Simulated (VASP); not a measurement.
**HgTe: single point with PBEsol**

Crystal: HgTe.

```xyz
2
Lattice="-3.0456 3.0456 1.5594 3.0456 -3.0456 1.5594 3.0456 3.0456 -1.5594" Properties=species:S:1:pos:R:3 pbc="T T T"
Hg    0.0000    3.0456    0.7797
Te    0.0000    0.0000    0.0000
```

Measurements of this composition are mostly on another form, of space group No. 216.

- Program: VASP 6.6.1
- Task: single point
- Functional: PBEsol
- Potentials or basis: VASP PAW PBE potentials, release 64 (Hg, Te)
- Cutoff: 520 eV
- k mesh: 10 × 10 × 10
- Occupations: fermi-dirac, width 0.05 eV
- Spin: no spin polarisation
- Ladder: free
- Further INCAR settings: ALGO = Normal; EDIFF = 1e-07; NBANDS = 16

* Pressure: -3.2 GPa
* Band gap on the k mesh: none (metal or under the smearing width)

Stress tensor (GPa, compression positive):
```
-4.64  0.00  0.00
 0.00 -4.64  0.00
 0.00  0.00 -0.37
```

Levels at points of the mesh, in eV from the Fermi level:
```
           k point  band 7  band 8  band 9  band 10  band 11  band 12
(0.00, 0.00, 0.00)   -3.45   -2.39   -2.39     3.53     4.60     6.90
(0.50, 0.00, 0.00)   -4.48   -1.90   -1.04    -0.14     3.22     3.80
(0.50, 0.50, 0.00)   -6.04   -0.84    1.51     1.95     2.90     3.47
(0.50, 0.50, 0.50)   -4.38   -4.29   -4.29     3.20     7.35     8.03
```

Wall time 36 s on 1 thread of Intel(R) Xeon(R) 6975P-C (Granite Rapids), on a shared host, peak memory 0.25 GiB.

Caveat: the PAW data sets were made with another functional, which shifts forces and pressure a little. The run has no spin-orbit coupling, so splittings on Hg, Te are missing.
